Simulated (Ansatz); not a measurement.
The system is GaSb.

```xyz
2
Lattice="-2.7534 2.7534 1.5907 2.7534 -2.7534 1.5907 2.7534 2.7534 -1.5907" Properties=species:S:1:pos:R:3 pbc="T T T"
Sb    0.0000    0.0000    0.0000
Ga    0.0000    2.7534    0.7954
```

Measurements of this composition are mostly on another form, of space group No. 216.

* Program: Ansatz 0.2.0
* Task: relaxation of cell and atoms
* Functional: PBEsol
* Potentials or basis: all-electron LAPW, scalar-relativistic
* Basis error allowed: 0.001 eV/atom
* k mesh: 10 × 10 × 10
* Occupations: fermi-dirac, width 0.05 eV
* Spin: no spin polarisation

At the start: volume 24.12 Å³/atom.

Task: Where does the relaxation end?

Result: Over 5 steps the energy falls by 12.5 meV/atom and the volume is 22.86 Å³/atom (-5.2 %); space group I-4m2 (No. 119, to 0.05 Å).

Step by step:
| step | energy change (eV) | largest force (eV/Å) | volume (Å³) |
| --- | --- | --- | --- |
| 1 | 0.0000 | 0.0000 | 48.24 |
| 2 | -0.0196 | 0.0000 | 44.60 |
| 3 | -0.0249 | 0.0000 | 45.83 |
| 4 | -0.0250 | 0.0000 | 45.71 |
| 5 | -0.0250 | 0.0000 | 45.71 |

Final structure:
```yaml
crystal:
  lattice:
    - [-2.71747, 2.71747, 1.54760]
    - [2.71747, -2.71747, 1.54760]
    - [2.71747, 2.71747, -1.54760]
  atoms:
    - { symbol: Sb, position: [0.00000, 0.00000, 0.00000] }
    - { symbol: Ga, position: [0.75000, 0.25000, 0.50000] }
```
